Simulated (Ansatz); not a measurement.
**Symmetry broken, then relaxed in WS$_{2}$**

Theory: Ansatz 0.2.0, DFT PBEsol, scalar-relativistic, plane waves, PAW. The runs took a 420 eV cutoff, a Γ-centred 12×12×1 mesh and Gaussian smearing (0.05 eV). Spin–orbit coupling is left out, which can shift energies with elements as heavy as these. No spin polarisation. Energies are free energies at this smearing, counted from the undisturbed cell; pressure is positive in compression.

Reference structure (relaxed at this level; this form isn't the usual structure):

```
W S
1.0
     3.14578    0.00000    0.00000
    -1.57289    2.72432    0.00000
     0.00000    0.00000   33.90684
W S
2 4
Direct
  0.33333 0.66667 0.00000
  0.33333 0.66667 0.50000
  0.66667 0.33333 0.45379
  0.66667 0.33333 0.95379
  0.66667 0.33333 0.04621
  0.66667 0.33333 0.54621
```

The cell holds layers and no dispersion correction was added, so their binding is poorly described.

The atoms are displaced (Å, in the unstrained cell):

| atom | ux | uy | uz |
| --- | --- | --- | --- |
| W1 | -0.267 | 0.030 | 0.481 |
| W2 | 0.267 | -0.030 | -0.481 |
| S3 | -0.512 | 0.213 | -0.035 |
| S4 | 0.512 | -0.213 | 0.035 |
| S5 | 0.155 | -0.043 | -0.103 |
| S6 | -0.155 | 0.043 | 0.103 |

Cell and atoms are then relaxed.

**Question.** Does the relaxation return to the undisturbed structure?

**Answer.** No. It ends 0.0 meV/atom above it, nearly level but in another symmetry or volume. The disturbance itself cost 4169.4 meV/atom. The final space group reads P1 (tolerance 0.05 Å) and the volume changes by 5.20 %.

Final structure:

```
W S
1.0
     3.14366    0.00089   -0.12131
    -1.57106    2.72318    0.10740
    -1.30757    0.58183   35.76264
W S
2 4
Direct
  0.36185 0.63898 0.00405
  0.30482 0.69434 0.49595
  0.61030 0.38030 0.45202
  0.66730 0.32493 0.96013
  0.72306 0.28638 0.04798
  0.66599 0.34173 0.53987
```

The relaxation, step by step (energy from the first step; small jumps at an unchanged geometry come where the plane waves are selected anew for the new cell):

```
step  ΔE (meV/atom) largest force component (eV/Å) pressure (GPa)
   1            0.0                          51.297           27.11
   2        -2784.8                          12.371            7.16
   3        -3495.3                           7.488            2.37
   4        -3973.0                           3.864            0.44
   5        -4119.1                           2.068            0.35
   6        -4133.1                           1.696            0.72
   7        -4169.0                           0.061           -0.10
   8        -4169.1                           0.001            0.00
   9        -4169.4                           0.001            0.00
```

Cost: 3 runs of about 8.3 core-minutes in all, on Intel Xeon Platinum 8488C (Sapphire Rapids) (shared hosts).